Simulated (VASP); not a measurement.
# KF (Carobbiite) (I4mm) in VASP: further runs

One crystal, KF (Carobbiite), is run at these levels: PBE; tasks: single point.

Everything below comes from runs of VASP 6.6.1. Logs are shortened: lines on timing, memory, paths and dates and some standing lists are left out, and cuts for length are marked.

### 1 The structure

Symmetry: I4mm, No. 107, tetragonal system. Conventional cell: a = 3.779 Å, b = 3.779 Å, c = 5.344 Å, α = 90.00°, β = 90.00°, γ = 90.00°. K (site symmetry 4mm) has 6 F at 2.66 to 2.68 Å as nearest neighbours. Around F (site symmetry 4mm) lie 6 K at 2.66 to 2.68 Å.

### 2 Single point, PBE

Input file INCAR:

```
PREC = Accurate ; ENCUT = 520
EDIFF = 1E-7 ; ISMEAR = 0
SIGMA = 0.01 ; LREAL = False
LASPH = True ; NELM = 100
ALGO = Normal ; ISIF = 2
LWAVE = False ; LCHARG = False
GGA = PE ; NBANDS = 15
```

Input file KPOINTS:

```
Automatic mesh
0
Gamma
  6 6 6
```

Input file POSCAR:

```
KF
1.0
    0.0000000000      2.6718500000      2.6718500000
    2.6718500000      0.0000000000      2.6718500000
    2.6718500000      2.6718500000      0.0000000000
K F
1 1
Direct
    0.0018713625     -0.0018713625      0.0018713625
    0.5000000000      0.5000000000      0.5000000000
```

Potentials or basis: VASP PAW PBE potentials, release 64 (K_sv, F).

Started as:

```sh
$ cat potpaw_PBE.64/K_sv/POTCAR potpaw_PBE.64/F/POTCAR > POTCAR
$ mpirun -np 1 vasp_std > vasp.out
```

OUTCAR:

```text
PREC = Accurate
   ENCUT = 520
   EDIFF = 1E-7
   ISMEAR = 0
   LREAL = False
   LASPH = True
   NELM = 100
   ISIF = 2
   GGA = PE

 ion  position               nearest neighbor table
   1  0.002  0.998  0.002-   2 2.66   2 2.67   2 2.67   2 2.67   2 2.67   2 2.68
   2  0.500  0.500  0.500-   1 2.66   1 2.67   1 2.67   1 2.67   1 2.67   1 2.68

  LATTYP: Found a face centered cubic cell.
 ALAT       =     5.3437000000

  Lattice vectors:

 A1 = (   0.0000000000,   2.6718500000,   2.6718500000)
 A2 = (   2.6718500000,   0.0000000000,   2.6718500000)
 A3 = (   2.6718500000,   2.6718500000,   0.0000000000)

Analysis of symmetry for initial positions (statically):
=====================================================================
 Subroutine PRICEL returns:
 Original cell was already a primitive cell.

 Routine SETGRP: Setting up the symmetry group for a
 face centered cubic supercell.

 Subroutine GETGRP returns: Found  8 space group operations
 (whereof  8 operations were pure point group operations)
 out of a pool of 48 trial point group operations.

The static configuration has the point symmetry C_4v.

Analysis of symmetry for dynamics (positions and initial velocities):
=====================================================================
 Subroutine PRICEL returns:
 Original cell was already a primitive cell.

 Routine SETGRP: Setting up the symmetry group for a
 face centered cubic supercell.

 Subroutine GETGRP returns: Found  8 space group operations
 (whereof  8 operations were pure point group operations)
 out of a pool of 48 trial point group operations.

The dynamic configuration has the point symmetry C_4v.

 Subroutine INISYM returns: Found  8 space group operations
 (whereof  8 operations are pure point group operations),
 and found     1 'primitive' translations

----------------------------------------------------------------------------------------

                                     Primitive cell

  volume of cell :      38.1475

  direct lattice vectors                    reciprocal lattice vectors
     0.000000000  2.671850000  2.671850000    -0.187136254  0.187136254  0.187136254
     2.671850000  0.000000000  2.671850000     0.187136254 -0.187136254  0.187136254
     2.671850000  2.671850000  0.000000000     0.187136254  0.187136254 -0.187136254

  length of vectors
     3.778566507  3.778566507  3.778566507     0.324129500  0.324129500  0.324129500

  position of ions in fractional coordinates (direct lattice)
     0.001871362  0.998128638  0.001871362
     0.500000000  0.500000000  0.500000000

  ion indices of the primitive-cell ions
   primitive index   ion index
[... 88 lines left out ...]
   EFERMI =   0.00;   METHOD = LEGACY
   ISMEAR =     0;   SIGMA  =   0.01  broadening in eV -4-tet -1-fermi 0-gaus
   EFERMI_NEDOS =   21; number of points for ismear=-14 and -15
   IALGO  =     38    algorithm
   IMIX   =      4    mixing-type and parameters
     AMIX     =   0.40;   BMIX     =  1.00
     AMIX_MAG =   1.60;   BMIX_MAG =  1.00
  volume/ion in A,a.u.               =      19.07       128.72
  Fermi-wavevector in a.u.,A,eV,Ry     =   1.225442  2.315750 20.431978  1.501708
  Thomas-Fermi vector in A             =   2.360480
   LORBIT       =      0    0 simple, 1 ext, 2 COOP (PROOUT), +10 PAW based schemes
   GGA     = PE    functional components
   LHFCALC =     F    Hartree Fock is set to
   AEXX    =    0.0000 exact exchange contribution
   IVDW    =     0    specifies the selected vdW correction
   LEPSILON=     F    determine dielectric tensor
   LRPA    =     F    only Hartree local field effects (RPA)
 non-spin polarized calculation
 Gauss-broadening in eV      SIGMA  =   0.01
  energy-cutoff  :      520.00
  volume of cell :       38.15
 maximum number of plane-waves:      1034
   NGX = 13   NGY = 13   NGZ = 13

 number of electron      16.0000002 magnetization

 Free energy of the ion-electron system (eV)
  ---------------------------------------------------
  ext. energy  EPLUGINS =         0.00000000
  ---------------------------------------------------
  free energy    TOTEN  =        -8.28993398 eV

  energy without entropy =       -8.28993398  energy(sigma->0) =       -8.28993398

 E-fermi :  -2.7400     XC(G=0):  -8.4037

 val. band max:       -2.8046809613   @ k =   0.0000   0.0000   0.0000
 cond. band min:       3.3611686028   @ k =   0.0000   0.0000   0.0000
 fundamental gap:      6.1658495641
 Fermi energy:        -2.7400197980

 k-point     1 :       0.0000    0.0000    0.0000
  band No.  band energies     occupation
      1     -28.9419      2.00000
      2     -21.4603      2.00000
      3     -12.1924      2.00000
      4     -12.1924      2.00000
      5     -12.1924      2.00000
      6      -2.8047      2.00000
      7      -2.8047      2.00000
      8      -2.8047      2.00000
      9       3.3612      0.00000
     10       7.8748      0.00000
     11       7.8750      0.00000
     12       7.8750      0.00000
     13       9.5465      0.00000
     14       9.5468      0.00000
[... 401 lines left out ...]
      2     -21.5122      2.00000
      3     -12.4863      2.00000
      4     -12.4297      2.00000
      5     -12.2732      2.00000
      6      -3.3017      2.00000
      7      -3.0748      2.00000
      8      -2.9177      2.00000
      9       6.4705      0.00000
     10       6.5870      0.00000
     11       8.8912      0.00000
     12      10.1242      0.00000
     13      10.4882      0.00000
     14      11.6613      0.00000
     15      13.4874      0.00000

 [... further k-points ...]

------------------------ aborting loop because EDIFF is reached ----------------------------------------

  FORCE on cell =-STRESS in cart. coord.  units (eV):
  Direction    XX          YY          ZZ          XY          YZ          ZX
  --------------------------------------------------------------------------------------
  -------------------------------------------------------------------------------------
  Total        0.3378393      0.3391141      0.3378393      0.0000000      0.0000000      0.0000000
  in kB       14.1890880     14.2426288     14.1890880      0.0000000      0.0000000      0.0000000
  external PRESSURE =      14.2069349 kB  Pullay stress =       0.0000000 kB

 VOLUME and BASIS-vectors are now :
 -----------------------------------------------------------------------------
  energy-cutoff  :      520.00
  volume of cell :       38.15
      direct lattice vectors                 reciprocal lattice vectors
     0.000000000  2.671850000  2.671850000    -0.187136254  0.187136254  0.187136254
     2.671850000  0.000000000  2.671850000     0.187136254 -0.187136254  0.187136254
     2.671850000  2.671850000  0.000000000     0.187136254  0.187136254 -0.187136254

 POSITION                                       TOTAL-FORCE (eV/Angst)
 -----------------------------------------------------------------------------------
      2.67185      0.01000      2.67185         0.000000     -0.016532      0.000000
      2.67185      2.67185      2.67185         0.000000      0.016532      0.000000
 -----------------------------------------------------------------------------------
    total drift:                               -0.000000     -0.000026     -0.000000

  FREE ENERGIE OF THE ION-ELECTRON SYSTEM (eV)
  ---------------------------------------------------
  free  energy   TOTEN  =        -8.2899339836 eV

  energy  without entropy=       -8.2899339836  energy(sigma->0) =       -8.28993398
```

OSZICAR:

```text
N       E                     dE             d eps       ncg     rms          rms(c)
DAV:   1     0.111604327693E+03    0.11160E+03   -0.82964E+03   900   0.104E+03
DAV:   2    -0.500421355792E+01   -0.11661E+03   -0.10792E+03  1173   0.286E+02
DAV:   3    -0.943551114171E+01   -0.44313E+01   -0.44132E+01  1204   0.496E+01
DAV:   4    -0.955267386365E+01   -0.11716E+00   -0.11715E+00  1199   0.776E+00
DAV:   5    -0.955345580187E+01   -0.78194E-03   -0.78193E-03  1169   0.628E-01    0.633E+00
DAV:   6    -0.832091917653E+01    0.12325E+01   -0.35199E+00   942   0.148E+01    0.402E+00
DAV:   7    -0.829159791140E+01    0.29321E-01   -0.66323E-02  1103   0.222E+00    0.226E+00
DAV:   8    -0.828768267070E+01    0.39152E-02   -0.51319E-02   956   0.224E+00    0.194E-01
DAV:   9    -0.828923881090E+01   -0.15561E-02   -0.38022E-03  1131   0.513E-01    0.123E-01
DAV:  10    -0.828980340125E+01   -0.56459E-03   -0.46297E-04   956   0.186E-01    0.619E-02
DAV:  11    -0.828993466531E+01   -0.13126E-03   -0.12998E-04   935   0.950E-02    0.195E-02
DAV:  12    -0.828993393586E+01    0.72945E-06   -0.12237E-05  1112   0.348E-02    0.444E-03
DAV:  13    -0.828993398073E+01   -0.44868E-07   -0.20966E-06   998   0.130E-02    0.237E-03
DAV:  14    -0.828993398357E+01   -0.28367E-08   -0.61919E-08   959   0.232E-03
   1 F= -.82899340E+01 E0= -.82899340E+01  d E =-.525902E-22
```

stdout:

```text
POSCAR found type information on POSCAR K F
 POSCAR found :  2 types and       2 ions
 scaLAPACK will be used
 LDA part: xc-table for (Slater+PW92), standard interpolation
 POSCAR, INCAR and KPOINTS ok, starting setup
 FFT: planning ... GRIDC
 FFT: planning ... GRID_SOFT
 FFT: planning ... GRID
 WAVECAR not read
 entering main loop
```

Run time: 8.4 s. Hardware: 1 thread of Intel Xeon 6975P-C (Granite Rapids), shared host; peak memory 0.15 GiB.

Results:

- Free energy: -8.2899 eV
- Pressure: 1.4 GPa
- Largest force: 0.017 eV/Å
- Band gap on the k mesh: 6.17 eV, direct

Forces on the atoms (eV/Å):
```
K    0.000 -0.017  0.000
F    0.000  0.017  0.000
```

Levels at points of the mesh, in eV from the valence-band top:
```csv
k point,band 6,band 7,band 8,band 9,band 10,band 11
"(0.00, 0.00, 0.00)",0.00,0.00,0.00,6.17,10.68,10.68
"(0.50, 0.00, 0.00)",-0.79,-0.35,-0.35,9.07,10.61,12.07
"(0.50, 0.50, 0.00)",-0.21,-0.06,-0.06,8.20,10.30,11.81
"(0.50, 0.00, 0.50)",-0.21,-0.06,-0.06,8.20,10.30,11.81
```

### 3 Single point, PBE

Input file INCAR:

```
SYSTEM = KF
PREC     = Accurate       ! precision mode
ENCUT    = 520            ! plane-wave cutoff, eV
EDIFF    = 1E-6           ! SCF threshold, eV
ISMEAR   = 0              ! smearing method
SIGMA    = 0.01           ! smearing width, eV
LREAL    = .False.        ! projectors in reciprocal space
LASPH    = .True.         ! aspherical terms in the spheres
NELM     = 100            ! most SCF steps
ALGO     = Fast           ! electronic algorithm
ISIF     = 2              ! what is computed and relaxed
LWAVE    = .False.        ! write WAVECAR
LCHARG   = .False.        ! write CHGCAR
GGA      = PE             ! functional
NBANDS   = 15             ! bands
```

Input file KPOINTS:

```
Automatic mesh
0
Gamma
  6 6 6
  0 0 0
```

Changes to POSCAR since step 2:

```diff
@@ -8,3 +8,3 @@
 Direct
-    0.0018713625     -0.0018713625      0.0018713625
+    0.0000000000      0.0000000000      0.0000000000
     0.5000000000      0.5000000000      0.5000000000
```

Potentials or basis: VASP PAW PBE potentials, release 64 (K_sv, F).

Started as:

```sh
$ cat potpaw_PBE.64/K_sv/POTCAR potpaw_PBE.64/F/POTCAR > POTCAR
$ mpirun -np 1 vasp_std > vasp.out
```

OUTCAR:

```text
SYSTEM = KF
   PREC = Accurate
   ENCUT = 520
   EDIFF = 1E-6
   ISMEAR = 0
   LREAL = .False.
   LASPH = .True.
   NELM = 100
   ISIF = 2
   GGA = PE

 ion  position               nearest neighbor table
   1  0.000  0.000  0.000-   2 2.67   2 2.67   2 2.67   2 2.67   2 2.67   2 2.67
   2  0.500  0.500  0.500-   1 2.67   1 2.67   1 2.67   1 2.67   1 2.67   1 2.67

  LATTYP: Found a face centered cubic cell.
 ALAT       =     5.3437000000

  Lattice vectors:

 A1 = (   0.0000000000,   2.6718500000,   2.6718500000)
 A2 = (   2.6718500000,   0.0000000000,   2.6718500000)
[... 465 lines left out ...]

  FORCE on cell =-STRESS in cart. coord.  units (eV):
  Direction    XX          YY          ZZ          XY          YZ          ZX
  --------------------------------------------------------------------------------------
  -------------------------------------------------------------------------------------
  Total        0.3375733      0.3375733      0.3375733      0.0000000      0.0000000      0.0000000
  in kB       14.1779163     14.1779163     14.1779163      0.0000000      0.0000000      0.0000000
  external PRESSURE =      14.1779163 kB  Pullay stress =       0.0000000 kB

 VOLUME and BASIS-vectors are now :
 -----------------------------------------------------------------------------
  energy-cutoff  :      520.00
  volume of cell :       38.15
      direct lattice vectors                 reciprocal lattice vectors
     0.000000000  2.671850000  2.671850000    -0.187136254  0.187136254  0.187136254
     2.671850000  0.000000000  2.671850000     0.187136254 -0.187136254  0.187136254
     2.671850000  2.671850000  0.000000000     0.187136254  0.187136254 -0.187136254

 POSITION                                       TOTAL-FORCE (eV/Angst)
 -----------------------------------------------------------------------------------
      0.00000      0.00000      0.00000        -0.000000      0.000000     -0.000000
      2.67185      2.67185      2.67185         0.000000     -0.000000      0.000000
 -----------------------------------------------------------------------------------
    total drift:                                0.000000      0.000000      0.000000

  FREE ENERGIE OF THE ION-ELECTRON SYSTEM (eV)
  ---------------------------------------------------
  free  energy   TOTEN  =        -8.2900163854 eV

  energy  without entropy=       -8.2900163854  energy(sigma->0) =       -8.29001639
```

Run time: 6.6 s. Hardware: 1 thread of Intel Xeon 6975P-C (Granite Rapids), shared host; peak memory 0.15 GiB.

Results:

| Item | Value |
| --- | --- |
| Free energy | -8.2900 eV |
| Pressure | 1.4 GPa |
| Band gap on the k mesh | 6.17 eV, direct |
